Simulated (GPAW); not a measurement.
Crystal: SnTe.

```
Te Sn
1.0
     0.00000    3.15085    3.15085
     3.15085    0.00000    3.15085
     3.15085    3.15085    0.00000
Te Sn
1 1
Direct
  0.50000 0.50000 0.50000
  0.00000 0.00000 0.00000
```

* Program: GPAW 26.7.0
* Task: relaxation of cell and atoms
* Functional: PBEsol
* Dispersion: D4
* Potentials or basis: PAW data sets generated in the run's folder for this functional
* Cutoff: 600 eV
* Basis: pw
* k mesh: 7 × 7 × 7
* Occupations: fermi-dirac, width 0.05 eV
* Spin: no spin polarisation

At the start: pressure -1.9 GPa; volume 31.28 Å³/atom.

Task: How do energy, volume and symmetry change on relaxing?

Result: Over 5 steps the energy falls by 7.3 meV/atom and the volume is 29.92 Å³/atom (-4.4 %); space group Fm-3m (No. 225, to 0.05 Å).

The path:
| step | energy change (eV) | largest force (eV/Å) | pressure (GPa) | volume (Å³) |
| --- | --- | --- | --- | --- |
| 1 | 0.0000 | 0.0000 | -1.87 | 62.56 |
| 2 | -0.0037 | 0.0000 | -1.63 | 62.22 |
| 3 | -0.0092 | 0.0000 | -1.19 | 61.59 |
| 4 | -0.0137 | 0.0000 | -0.55 | 60.75 |
| 5 | -0.0147 | 0.0000 | 0.20 | 59.84 |

Final structure:
```xyz
2
Lattice="0.0000 3.1044 3.1044 3.1044 0.0000 3.1044 3.1044 3.1044 0.0000" Properties=species:S:1:pos:R:3 pbc="T T T"
Te    3.1044    3.1044    3.1044
Sn    0.0000    0.0000    0.0000
```

Caveat: later steps reuse the first step's grids.
